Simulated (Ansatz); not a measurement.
The system is MnAs.

```
As Mn
1.0
     3.71000    0.00000    0.00000
    -1.85500    3.21295    0.00000
     0.00000    0.00000    5.69100
As Mn
2 2
Direct
  0.66667 0.33333 0.75000
  0.33333 0.66667 0.25000
  0.00000 0.00000 0.50000
  0.00000 0.00000 0.00000
```

Alike in all runs: program Ansatz 0.2.0; functional PBE; potentials or basis Ansatz PAW; cutoff 420 eV (not typed: the program's choice for these potentials); k mesh 8 × 8 × 5; occupations fermi-dirac, width 0.05 eV.

The same cell was started in several ways:

```csv
start,free energy over the lowest (meV/atom),net moment (μB),site or absolute moments (μB),gap
"collinear spin, ferrimagnetic start of up to 4 μB",31.9,0.00,"As -0.00; Mn +2.99, -2.99",none (metal or under the smearing width)
"collinear spin, ferromagnetic start of up to 4 μB",0.0,6.28,As -0.12; Mn +3.15,none (metal or under the smearing width)
"collinear spin, antiferromagnetic start of up to 4 μB",31.9,0.00,"As +0.00; Mn +2.99, -2.99",none (metal or under the smearing width)
"collinear spin, random start of up to 1.27 μB",0.0,-6.28,As +0.12; Mn -3.15,none (metal or under the smearing width)
no spin polarisation,395.3,-,-,none (metal or under the smearing width)
```

The spin-polarised runs without a constraint all converged, yet they end up to 32 meV/atom apart: a converged run can sit in a state that isn't the lowest. Allowing spin polarisation gains 395 meV/atom. A still lower state may exist.

Caveats: the magnetic or orbital state may not be the lowest (some runs).
